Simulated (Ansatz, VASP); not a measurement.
**Two plane-wave programs on In3HSe**

```
CELL_PARAMETERS angstrom
4.76996 0.00000 0.00000
0.00000 4.76996 0.00000
0.00000 0.00000 4.76996
ATOMIC_POSITIONS crystal
Se 0.00000 0.00000 0.00000
H 0.50000 0.50000 0.50000
In 0.50000 0.50000 0.00000
In 0.50000 0.00000 0.50000
In 0.00000 0.50000 0.50000
```

The cell comes from a database or a generator and needn't be the stable form of this composition.

Alike in both runs: task single point; functional PBEsol; k mesh 4 × 4 × 4; occupations gaussian, width 0.05 eV; no spin polarisation.

|  | VASP | Ansatz |
| --- | --- | --- |
| version | VASP 6.6.1 | Ansatz 0.2.0 |
| potentials or method | VASP PAW PBE potentials, release 64 (Se, H, In_d) | scalar-relativistic, plane waves, PAW |
| plane-wave cutoff (eV) | 520 | 420 |
| valence electrons in the cell | 46 | 56 |

```csv
,VASP,Ansatz,Ansatz less VASP
gap on the k mesh at the Fermi level (eV),none,none,-
pressure (GPa),-0.1,-0.1,0.00
```

A gap of «none» marks a metal or a gap that the smearing closes. The functional is the same, so the differences come from potentials, cutoffs and numerics. The two sets of potentials don't hold the same shells in valence.

Caveats: the PAW data sets were made with another functional, which shifts forces and pressure a little (VASP).
